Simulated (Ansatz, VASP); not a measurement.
AlN in VASP and in Ansatz

```xyz
4
Lattice="3.1045 0.0000 0.0000 -1.5523 2.6886 0.0000 0.0000 0.0000 4.9655" Properties=species:S:1:pos:R:3 pbc="T T T"
Al    0.0000    1.7924   -0.0054
Al    1.5523    0.8962    2.4774
N     0.0000    1.7924    1.8922
N     1.5523    0.8962    4.3750
```

Alike in both runs: functional PBEsol; k mesh 8 × 8 × 6; no spin polarisation.

Ansatz relaxed the structure, and its values are those at the end. VASP's run is a single point on that final structure, the one shown.

```csv
,VASP,Ansatz
version,VASP 6.6.1,Ansatz 0.2.0
potentials or method,"VASP PAW PBE potentials, release 64 (Al, N)","PAW with Ansatz's default frozen-core files, scalar-relativistic"
plane-wave cutoff (eV),520,420
occupations,"gaussian, width 0.01 eV",fixed
valence electrons in the cell,16,16
```

```csv
,VASP,Ansatz,Ansatz less VASP
pressure (GPa),1.9,2.0,+0.01
```

Caveats: the PAW data sets were made with another functional, which shifts forces and pressure a little (VASP). A k mesh can miss the band edges.
